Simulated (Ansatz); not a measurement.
The system is Eu.

```
CELL_PARAMETERS angstrom
1.99707 -3.47971 0.00000
1.99707 3.47971 0.00000
0.00000 0.00000 6.34073
ATOMIC_POSITIONS crystal
Eu 0.16313 0.83687 0.25000
Eu 0.83687 0.16313 0.75000
```

This isn't the form of Eu at room conditions, which is bcc.

| Quantity | Value |
| --- | --- |
| Program | Ansatz 0.2.0 |
| Task | single point |
| Functional | PBE |
| Potentials or basis | Ansatz PAW |
| Cutoff | 420 eV (not typed: the program's choice for these potentials) |
| k mesh | 8 × 8 × 4 |
| Occupations | fermi-dirac, width 0.05 eV |
| Spin | collinear spin, ferromagnetic start |
| Starting moments | [7.0, 7.0] μB |

On this cell: pressure -0.6 GPa; largest force 0.022 eV/Å; net moment 15.25 μB per cell; site moments Eu +7.22 μB; band gap on the k mesh none (metal or under the smearing width).

The same run follows on a disturbed copy (atoms moved at random, drawn with an rms of 0.05 Å):

```
Eu
1.0
     1.99707   -3.47971    0.00000
     1.99707    3.47971    0.00000
     0.00000    0.00000    6.34073
Eu
2
Direct
  0.15604 0.83282 0.24397
  0.85121 0.18084 0.74489
```

**Question.** What changes?

**Answer.** The energy (extrapolated to zero smearing) moves by +1.0 meV/atom; pressure -0.6 GPa; largest force 0.051 eV/Å; net moment 15.25 μB per cell; site moments Eu +7.21 μB; band gap on the k mesh none (metal or under the smearing width).

Forces on the atoms (eV/Å):
```
Eu   0.046 -0.020  0.011
Eu  -0.046  0.020 -0.011
```

Stress tensor (GPa, compression positive):
```
-0.76  0.16  0.00
 0.16 -0.74  0.00
 0.00  0.00 -0.44
```

Caveats: spin-orbit coupling is left out, which moves the levels of the heavy elements.
